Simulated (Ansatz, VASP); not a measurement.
# Ca in VASP and in Ansatz

INCAR

```
PREC     = Accurate       # precision mode
ENCUT    = 520            # plane-wave cutoff, eV
EDIFF    = 1E-7           # SCF threshold, eV
ISMEAR   = 0              # smearing method
SIGMA    = 0.1            # smearing width, eV
LREAL    = F              # projectors in reciprocal space
LASPH    = T              # aspherical terms in the spheres
NELM     = 60             # most SCF steps
ALGO     = Normal         # electronic algorithm
ISIF     = 2              # what is computed and relaxed
LWAVE    = F              # write WAVECAR
LCHARG   = F              # write CHGCAR
GGA      = PS             # functional
NBANDS   = 11             # bands
```

File KPOINTS:

```
regular mesh
0
Gamma
  16 16 16
```

The input POSCAR:

```
Ca
1.0
   -1.8642304456      1.8642304456      1.8642304456
    1.8642304456     -1.8642304456      1.8642304456
    1.8642304456      1.8642304456     -1.8642304456
Ca
1
Direct
    0.0000000000      0.0000000000      0.0000000000
```

Input for Ansatz:

```yaml
crystal:
  lattice:
    - [-1.8642304456, 1.8642304456, 1.8642304456]
    - [1.8642304456, -1.8642304456, 1.8642304456]
    - [1.8642304456, 1.8642304456, -1.8642304456]
  atoms:
    - { symbol: Ca, position: [0.0, 0.0, 0.0] }
basis:
  ecutwfc: 420
kpoints:
  mp_grid: { grid: [16, 16, 16] }
hamiltonian:
  xc: pbesol
scf:
  occupations: { method: gaussian, width: 0.1 }
output:
  forces: true
  stress: true
  eigenvalues: true
```

Alike in both runs: task single point; functional PBEsol; k mesh 16 × 16 × 16; occupations gaussian, width 0.1 eV; no spin polarisation.

```csv
,VASP,Ansatz
version,VASP 6.6.1,Ansatz 0.2.0
potentials or method,"VASP PAW PBE potentials, release 64 (Ca_sv)","scalar-relativistic, plane waves, PAW"
plane-wave cutoff (eV),520,420
valence electrons in the cell,10,10
```

Ansatz gave:

* gap on the k mesh at the Fermi level (eV): none
* pressure (GPa): 15.1

**Question.** Estimate VASP's values.

**Answer.** gap on the k mesh at the Fermi level (eV): none; pressure (GPa): 15.2.

A gap of «none» marks a metal or a gap that the smearing closes. With one functional, cell and mesh, what is left measures potentials, basis and numerics.

Caveats: so large a pressure means that the cell lies far from this level's equilibrium, or that cutoff or potentials fall short (VASP); the potentials were made for another functional, which shifts forces and pressure (VASP).
